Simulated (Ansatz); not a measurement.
Li2O:
```
Li2O
1.0
    0.00000     2.28621     2.28621
    2.28621     0.00000     2.28621
    2.28621     2.28621     0.00000
O Li
1 2
Cartesian
  0.00000   0.00000   0.00000
  1.14310   1.14310   1.14310
  3.42931   3.42931   3.42931
```

Relaxed with r²SCAN. Special points in fractions of this cell's reciprocal vectors: Γ (0.000, 0.000, 0.000); X (0.500, 0.000, 0.500); U (0.625, 0.250, 0.625); K (0.375, 0.375, 0.750); L (0.500, 0.500, 0.500); W (0.500, 0.250, 0.750).

Q: List the band energies nearest the valence-band maximum at these points for r²SCAN in the plane-wave PAW code Ansatz.

A: In eV from the valence-band maximum; about four levels below and three above (degenerate sets whole), none deeper than 8.9 eV; … stands for higher levels left out; points with the same levels are listed once.

| k | below | above |
|---|---|---|
| Γ | 0.00 0.00 0.00 | 6.21 … |
| X | -1.65 -1.42 -1.42 | 5.77 … |
| U | -2.05 -1.56 -1.11 | 7.40 12.92 … |
| L | -2.83 -0.46 -0.46 | 10.28 11.04 … |
| W | -1.84 -1.53 -1.53 | 8.02 11.64 … |

Space group Fm-3m (anti-fluorite). The r²SCAN relaxation kept the symmetry of its start. The volume moved by -21 % from the start of the relaxation. The volume fell by over 15 % from the filed cell, which may lack light atoms or belong to other conditions.

Potentials: the later of the program's two PAW sets.
